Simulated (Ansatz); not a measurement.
## SrO under strains and displacements

The calculation used DFT PBE, scalar-relativistic, plane waves, PAW (Ansatz 0.2.0).

Cutoff 420 eV; k points 8×8×8 on the computed 2-atom cell (Γ-centred); Gaussian smearing, width 0.02 eV; no spin polarisation.

Reference cell:

```xyz
2
Lattice="0.0000 2.5698 2.5698 2.5698 0.0000 2.5698 2.5698 2.5698 0.0000" Properties=species:S:1:pos:R:3 pbc="T T T"
Sr    0.0000    0.0000    0.0000
O     2.5698    2.5698    2.5698
```

Each variant moves atoms of this cell by the vectors given, if any (Å), and then applies a symmetric strain (tensor components, Cartesian axes). The reference cell isn't relaxed at this level. Energies are per atom at zero smearing, counted from the lowest variant. Pressure is positive in compression.

1. no strain; moves: O2 (-0.074, -0.049, 0.012)
2. strain (xx yy zz yz xz xy, %) -1.79 -1.23 -1.53 0.50 -0.10 -0.05; moves: Sr1 (-0.100, 0.109, 0.028); O2 (0.100, -0.109, -0.028)
3. strain (xx yy zz yz xz xy, %) 1.70 5.04 4.37 -0.43 -0.05 1.26
4. strain (xx yy zz yz xz xy, %) 1.53 3.10 2.79 0.00 1.00 0.00; moves: Sr1 (0.000, -0.250, 0.000); O2 (0.000, 0.250, 0.000)
5. strain (xx yy zz yz xz xy, %) 2.78 2.78 2.78 0.00 0.00 0.00
6. strain (xx yy zz yz xz xy, %) 2.99 2.99 2.99 -4.00 -4.00 -4.00
7. strain (xx yy zz yz xz xy, %) -1.26 1.41 2.08 -0.49 -0.65 1.08; moves: Sr1 (0.035, -0.093, -0.008); O2 (-0.035, 0.093, 0.008)

```
variant  ΔE (meV/atom) P (GPa) largest force (eV/Å) gap on mesh (eV) space group
      1            0.0     3.13                  0.20              3.35           P1
      2           87.8    10.55                  0.98              3.73           P1
      3           20.6    -5.33                  0.00              3.20          P-1
      4          185.0     4.12                  2.32              3.47           C2
      5            1.8    -3.78                  0.00              3.34        Fm-3m
      6           52.9    -4.29                  0.00              3.11         R-3m
      7           17.0     1.98                  0.44              3.42           P1
```